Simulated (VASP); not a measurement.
**VASP 6.6.1 run: Sn**

INCAR

```
NELM = 89
ENCUT = 520
ISMEAR = -1
ISPIN = 2
LREAL = .FALSE.
NSW = 0
NBANDS = 21
LCHARG = .FALSE.
SIGMA = 0.02
GGA = RE
PREC = Accurate
LWAVE = .FALSE.
EDIFF = 1E-7
LASPH = .TRUE.
IBRION = -1
ISIF = 2
MAGMOM = -1 1
```

KPOINTS

```
KPOINTS created by Atomic Simulation Environment
0
Gamma
6 6 6
0 0 0
```

POSCAR

```
Sn
 1.0000000000000000
     0.0000000000000000    3.2969407276000000    3.2969407276000000
     3.2969407276000000    0.0000000000000000    3.2969407276000000
     3.2969407276000000    3.2969407276000000    0.0000000000000000
 Sn
   2
Cartesian
  0.0000000000000000  0.0000000000000000  0.0000000000000000
  1.6484703638000000  1.6484703638000000  1.6484703638000000
```

The recommended PBE PAW datasets give the neutral cell 28 valence electrons.

Command

```
mpirun -np 1 vasp_std
```

**Question.** Predict the outcome of this run.

**Answer.** It converged. Results: pressure 2.0 GPa; magnetic moment of the cell 0.00 μB.

OSZICAR

```
N       E                     dE             d eps       ncg     rms          rms(c)
DAV:   1     0.226351391302E+03    0.22635E+03   -0.14574E+04  1354   0.186E+03
DAV:   2     0.180898015296E+02   -0.20826E+03   -0.20412E+03  1354   0.445E+02
DAV:   3    -0.603880209996E+01   -0.24129E+02   -0.23989E+02  1584   0.141E+02
DAV:   4    -0.683448030160E+01   -0.79568E+00   -0.79538E+00  1529   0.281E+01
DAV:   5    -0.686860928186E+01   -0.34129E-01   -0.34128E-01  2060   0.538E+00    0.760E+00
DAV:   6    -0.704412705961E+01   -0.17552E+00   -0.88017E-02  1817   0.102E+01    0.318E+00
DAV:   7    -0.707567111777E+01   -0.31544E-01   -0.81075E-02  1459   0.454E+00    0.131E+00
DAV:   8    -0.707688524096E+01   -0.12141E-02   -0.39362E-02  1807   0.240E+00    0.478E-01
DAV:   9    -0.707745602410E+01   -0.57078E-03   -0.91750E-03  1591   0.244E+00    0.110E-01
DAV:  10    -0.707858639122E+01   -0.11304E-02   -0.19260E-03  1767   0.651E-01    0.562E-02
DAV:  11    -0.707943197849E+01   -0.84559E-03   -0.11521E-03  1439   0.685E-01    0.370E-02
DAV:  12    -0.707921949735E+01    0.21248E-03   -0.13177E-04  1529   0.441E-01    0.140E-02
DAV:  13    -0.707923910305E+01   -0.19606E-04   -0.67496E-05  1598   0.975E-02    0.749E-03
DAV:  14    -0.707924583779E+01   -0.67347E-05   -0.19524E-05  1479   0.381E-02    0.317E-03
DAV:  15    -0.707924672653E+01   -0.88874E-06   -0.12147E-06  1488   0.131E-02    0.136E-03
DAV:  16    -0.707924707375E+01   -0.34722E-06   -0.32826E-07  1208   0.102E-02    0.589E-04
DAV:  17    -0.707924713936E+01   -0.65616E-07   -0.56612E-08  1205   0.400E-03
   1 F= -.70792471E+01 E0= -.70789853E+01  d E =-.523668E-03  mag=    -0.0000
```

For comparison, a separate PBE run of the intended cell, on usual settings and not on those above, gives a gap of -0.18 eV on its mesh and a pressure of 1.1 GPa.
